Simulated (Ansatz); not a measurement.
The reference is BeO in the wurtzite structure (space group P6_3mc, No. 186; a = 2.690 Å, c = 4.370 Å). Axes: x lies along a and z along c of the hexagonal cell.

Calculations: plane-wave PAW DFT at the r2SCAN level (Ansatz, a first-principles code, 500 eV), no spin-orbit coupling.

The change: every lattice vector is stretched by 2.78 %, atoms relaxed at fixed cell.

Q: Predict the stress tensor and what it implies for the stiffness.

A: Stress of the strained cell less that of the base (GPa, compression positive):
```
 -15.90    0.00    0.00
   0.00  -15.90    0.00
   0.00    0.00  -15.89
```

Then B = −ΔP/(ΔV/V₀) with ΔV/V₀ = 0.0857 gives secant stiffness values (nonlinear terms included at this strain): B (at held cell shape, above the free-shape value) ≈ 185 GPa.

As a check, the harmonic strain energy −½ V₀ Δσ:ε is 28 meV/atom; the computed energy rise is 31 meV/atom.

Whether these cells are dynamically stable was not tested.
